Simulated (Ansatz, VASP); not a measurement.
## Sb in VASP and in Ansatz

The input INCAR:

```
PREC     = Accurate       # precision mode
ENCUT    = 520            # plane-wave cutoff, eV
EDIFF    = 1E-6           # SCF threshold, eV
ISMEAR   = -1             # smearing method
SIGMA    = 0.05           # smearing width, eV
LREAL    = F              # projectors in reciprocal space
LASPH    = T              # aspherical terms in the spheres
NELM     = 100            # most SCF steps
ALGO     = Normal         # electronic algorithm
ISIF     = 2              # what is computed and relaxed
LWAVE    = F              # write WAVECAR
LCHARG   = F              # write CHGCAR
LDIPOL   = T            
IDIPOL   = 3            
DIPOL    = 0.5 0.5 0.500
GGA      = PE             # functional
NBANDS   = 20             # bands
```

File KPOINTS:

```
regular mesh
0
Gamma
  9 9 1
```

File POSCAR:

```
Sb
1.0
    3.3690001795      0.0000000000      0.0000000000
   -1.6845000897      2.9176397408      0.0000000000
    0.0000000000      0.0000000000     25.6600000000
Sb
5
Direct
    0.3333333333      0.6666666666      0.2922837101
    0.6666666667      0.3333333334      0.3961418550
    0.3333333333      0.6666666666      0.5000000000
    0.6666666667      0.3333333334      0.6038581450
    0.3333333333      0.6666666666      0.7077162899
```

Contents of input.yaml:

```yaml
crystal:
  lattice:
    - [3.3690001795, 0.0, 0.0]
    - [-1.6845000897, 2.9176397408, 0.0]
    - [0.0, 0.0, 25.66]
  atoms:
    - { symbol: Sb, position: [0.3333333333, 0.6666666666, 0.2922837101] }
    - { symbol: Sb, position: [0.6666666667, 0.3333333334, 0.396141855] }
    - { symbol: Sb, position: [0.3333333333, 0.6666666666, 0.5] }
    - { symbol: Sb, position: [0.6666666667, 0.3333333334, 0.603858145] }
    - { symbol: Sb, position: [0.3333333333, 0.6666666666, 0.7077162899] }
hamiltonian:
  xc: pbe
  pseudopotentials: { kind: paw }
kpoints:
  mp_grid: { grid: [9, 9, 1] }
scf:
  occupations: { method: fermi_dirac, width: 0.05 }
output:
  forces: true
  eigenvalues: true
efield:
  axis: 3
  dipole_correction: true
  ramp_width: 0.04
```

Alike in both runs: task single point; functional PBE; k mesh 9 × 9 × 1; occupations fermi-dirac, width 0.05 eV; no spin polarisation.

```csv
,VASP,Ansatz
version,VASP 6.6.1,Ansatz 0.2.0
potentials or method,"VASP PAW PBE potentials, release 64 (Sb)",Ansatz PAW
plane-wave cutoff (eV),520,420
valence electrons in the cell,25,75
```

Ansatz gave:

| Property | Result |
| --- | --- |
| gap on the k mesh at the Fermi level (eV) | none |
| rms of the force components (eV/Å) | 0.188 |

**Question.** What did VASP give for the same quantities?

**Answer.** gap on the k mesh at the Fermi level (eV): none; rms of the force components (eV/Å): 0.189.

Atom by atom the forces differ by 0.003 eV/Å (rms over components). A gap of «none» marks a metal or a gap that the smearing closes. The two sets of potentials don't hold the same shells in valence.

The runs have no spin-orbit coupling, so splittings on Sb are missing.
